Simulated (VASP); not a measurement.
Here is the system:

```xyz
4
Lattice="1.3569 -2.3502 0.0000 1.3569 2.3502 0.0000 0.0000 0.0000 4.4052" Properties=species:S:1:pos:R:3 pbc="T T T"
Be     1.3569    -0.7834     2.2027
Be     1.3569     0.7834     0.0002
O      1.3569    -0.7834     3.8676
O      1.3569     0.7834     1.6650
```

Method: PBE GGA, VASP's PBE PAW potentials (set 64) (plane waves; VASP 6.6.1). Settings: 650 eV cut-off, 8×8×5 Γ-centred mesh, Gaussian smearing of 0.050 eV, potentials Be O.

### Question
Give the elastic stiffness tensor with the ions relaxed (GPa, in the frame of the cell).

### Answer

```
      xx    yy    zz   yz   xz   xy
--  ----  ----  ----  ---  ---  ---
xx   427   116  82.1  0.0  0.0  0.0
yy   116   427  82.1  0.0  0.0  0.0
zz  82.1  82.1   462  0.0  0.0  0.0
yz   0.0   0.0   0.0  138  0.0  0.0
xz   0.0   0.0   0.0  0.0  138  0.0
xy   0.0   0.0   0.0  0.0  0.0  156
```

### Question
What does the run give for the Hill bulk modulus, Hill shear modulus, Young's modulus, Poisson's ratio?

### Answer

The Hill bulk modulus comes out as 208 GPa. The Hill shear modulus is 154 GPa. The Young's modulus is 371 GPa and the Poisson's ratio comes out as 0.203.

Measured: C11 461 GPa (computed value off by -7.3 %), C12 126 GPa (computed value off by -8.4 %), C13 88.5 GPa (computed value off by -7.2 %), C33 492 GPa (computed value off by -6.0 %), C44 148 GPa (computed value off by -6.9 %), as given by Oses et al., (2018), arXiv:1811.08464. The calculation is for a static lattice, while the measured C11, C12, C13, C33, C44 hold thermal and zero-point effects, which are part of the difference.

The compound is BeO in the wurtzite structure. It was relaxed first.
